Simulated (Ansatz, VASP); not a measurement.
## Ir: VASP beside Ansatz

```xyz
2
Lattice="0.0000 2.7547 2.7547 2.7547 0.0000 2.7547 2.7547 2.7547 0.0000" Properties=species:S:1:pos:R:3 pbc="T T T"
Ir    0.0000    0.0000    0.0000
Ir    1.3774    1.3774    1.3774
```

Alike in both runs: functional PBEsol; k mesh 6 × 6 × 6; occupations gaussian, width 0.1 eV; no spin polarisation.

Ansatz relaxed the structure, and its values are those at the end. VASP's run is a single point on that final structure, the one shown.

|  | VASP | Ansatz |
| --- | --- | --- |
| version | VASP 6.6.1 | Ansatz 0.2.0 |
| potentials or method | VASP PAW PBE potentials, release 64 (Ir) | scalar-relativistic, plane waves, PAW |
| plane-wave cutoff (eV) | 520 | 420 |
| valence electrons in the cell | 18 | 34 |

|  | VASP | Ansatz | Ansatz less VASP |
| --- | --- | --- | --- |
| gap on the k mesh at the Fermi level (eV) | none | none | - |
| pressure (GPa) | -0.3 | 0.0 | +0.29 |

A gap of «none» marks a metal or a gap that the smearing closes. The functional is the same, so the differences come from potentials, cutoffs and numerics. The two sets of potentials don't hold the same shells in valence.

Caveats: the PAW data sets were made with another functional, which shifts forces and pressure a little (VASP). The runs have no spin-orbit coupling, so splittings on Ir are missing.
